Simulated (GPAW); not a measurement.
Crystal: TaS2.

```
Ta S
1.0
     3.35000    0.00000    0.00000
    -1.67500    2.90119    0.00000
     0.00000    0.00000    5.86000
Ta S
1 2
Direct
  0.00000 0.00000 0.00000
  0.66667 0.33333 0.75000
  0.33333 0.66667 0.25000
```

- Program: GPAW 26.7.0
- Task: relaxation of cell and atoms
- Functional: RPBE
- Dispersion: D4
- Potentials or basis: the program's PAW data sets (release 1.2.1) made for this functional
- Cutoff: 600 eV
- Basis: pw
- k mesh: 9 × 9 × 5
- Occupations: fermi-dirac, width 0.05 eV
- Spin: no spin polarisation

At the start: pressure 5.9 GPa; volume 18.98 Å³/atom.

How do energy, volume and symmetry change on relaxing?

Over 13 steps the energy falls by 40.5 meV/atom and the volume is 18.33 Å³/atom (-3.5 %); space group P-3m1 (No. 164, to 0.05 Å).

Step by step:
```
step  energy change (eV)  largest force (eV/Å)  pressure (GPa)  volume (Å³)
   1              0.0000                1.3899            5.93        56.95
   2             -0.0632                0.8490            2.55        57.53
   3             -0.0982                0.1523           -1.50        58.14
   4             -0.1008                0.0911           -1.69        58.04
   5             -0.1102                0.0713           -1.58        57.14
   6             -0.1131                0.0486           -0.83        56.51
   7             -0.1142                0.0222           -0.11        56.13
   8             -0.1149                0.0633            0.20        55.98
   9             -0.1165                0.1276            0.69        55.64
  10             -0.1186                0.1599            1.00        55.20
  11             -0.1206                0.1164            0.80        54.88
  12             -0.1214                0.0409            0.27        54.90
  13             -0.1215                0.0035            0.01        54.98
```

Final structure:
```
CELL_PARAMETERS angstrom
3.32576 0.00000 0.00000
-1.66288 2.88019 0.00000
0.00000 0.00000 5.73962
ATOMIC_POSITIONS crystal
Ta 0.00000 0.00000 0.00000
S 0.66667 0.33333 0.72951
S 0.33333 0.66667 0.27049
```

Caveat: later steps reuse the first step's grids.
